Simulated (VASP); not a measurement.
Crystal: Sn.

```
CELL_PARAMETERS angstrom
-1.89465 1.89465 1.89465
1.89465 -1.89465 1.89465
1.89465 1.89465 -1.89465
ATOMIC_POSITIONS crystal
Sn 0.00000 0.00000 0.00000
```

This isn't the form of Sn at room conditions, which is tetragonal (white tin).

| Item | Value |
| --- | --- |
| Program | VASP 6.6.1 |
| Task | relaxation of cell and atoms |
| Functional | RPBE |
| Potentials or basis | VASP PAW PBE potentials, release 64 (Sn_d) |
| Cutoff | 600 eV |
| k mesh | 10 × 10 × 10 |
| Occupations | fermi-dirac, width 0.05 eV |
| Spin | no spin polarisation |

At the start: pressure 2.0 GPa; volume 27.20 Å³/atom.

How do energy, volume and symmetry change on relaxing?

Over 3 steps the energy falls by 7.6 meV/atom and the volume is 28.47 Å³/atom (+4.6 %); space group Im-3m (No. 229, to 0.05 Å).

Step by step:
```
step  energy change (eV)  largest force (eV/Å)  pressure (GPa)  volume (Å³)
   1              0.0000                0.0000            2.01        27.20
   2             -0.0075                0.0000           -0.14        28.57
   3             -0.0076                0.0000            0.00        28.47
```

Final structure:
```yaml
crystal:
  lattice:
    - [-1.92347, 1.92347, 1.92347]
    - [1.92347, -1.92347, 1.92347]
    - [1.92347, 1.92347, -1.92347]
  atoms:
    - { symbol: Sn, position: [0.00000, 0.00000, 0.00000] }
```

Caveat: the PAW data sets were made with another functional, which shifts forces and pressure a little.
